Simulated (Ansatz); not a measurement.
KF (started from an entry of an open crystallographic database), relaxed with r2SCAN in Ansatz 0.2.0. Space group Fm-3m (No. 225), cubic; conventional cell a = 5.318 Å, 18.80 Å³ an atom. K has 6 F at 2.66 Å; F has 6 K at 2.66 Å.

The axes x, y and z are those of this cell:
```xyz
2
Lattice="0.0000 2.6590 2.6590 2.6590 0.0000 2.6590 2.6590 2.6590 0.0000" Properties=species:S:1:pos:R:3 pbc="T T T"
K     0.0000    0.0000    0.0000
F     2.6590    2.6590    2.6590
```

Unstrained: PBE gives a direct gap of 6.259 eV at Γ. The r2SCAN gap is direct at Γ: 6.908 eV. The HSE06 gap is direct at Γ: 8.263 eV. Meshes: PBE 8×8×8, r2SCAN 8×8×8, HSE06 6×6×6. Strains are changes of length per length. After each strain the atoms were relaxed again with r2SCAN within the symmetry that the strain leaves, so tilts or polar shifts that break it weren't tested; points keep the names that they have in the unstrained zone. Spin-unpolarised throughout; all numbers are computed.

Question: Apply biaxial +3.68 % in x and y, z held. How far does the gap move, against the unstrained cell?

Answer: PBE: the gap goes from 6.259 to 5.853 eV (-0.406 eV); least and direct gap lie within 0.04 eV, so its kind isn't settled; with r2SCAN the top three valence levels at Γ, degenerate before, become 1+2 from the top over 47 meV. r2SCAN: the gap goes from 6.908 to 6.495 eV (-0.413 eV). HSE06: the gap goes from 8.263 to 7.831 eV (-0.432 eV). The r2SCAN energy rises by 12.4 meV an atom.

Question: Apply isotropic +0.9 % on every length. How far does the gap move, against the unstrained cell?

Answer: PBE: the gap goes from 6.259 to 6.117 eV (-0.142 eV). r2SCAN: the gap goes from 6.908 to 6.765 eV (-0.143 eV). HSE06: the gap goes from 8.263 to 8.110 eV (-0.153 eV). The r2SCAN energy rises by 1.4 meV an atom.

Question: Estimate what uniaxial +0.71 % along x, other directions held does to the gap.

Answer: PBE: the gap goes from 6.259 to 6.217 eV (-0.042 eV); with r2SCAN the top three valence levels at Γ, degenerate before, become 2+1 from the top over 11 meV. r2SCAN: the gap goes from 6.908 to 6.866 eV (-0.042 eV). HSE06: the gap goes from 8.263 to 8.219 eV (-0.044 eV). The r2SCAN energy rises by 0.2 meV an atom.

Question: One strain changed the r2SCAN stress by xx -3.61, yy -3.61, zz -3.61 GPa (compression positive) and the gap by -0.720 eV (PBE), -0.726 eV (r2SCAN), -0.779 eV (HSE06). Which kind of strain was it, and roughly how large?

Answer: Isotropic +5.0 % on every length. The pattern of the stress gives the kind; the size needs the stiffness, so it is an estimate.

The meshes of the hybrids are coarse, so their gaps aren't converged to the digits shown.

The splittings at Γ are without spin-orbit coupling, which regroups them where it is of like size.
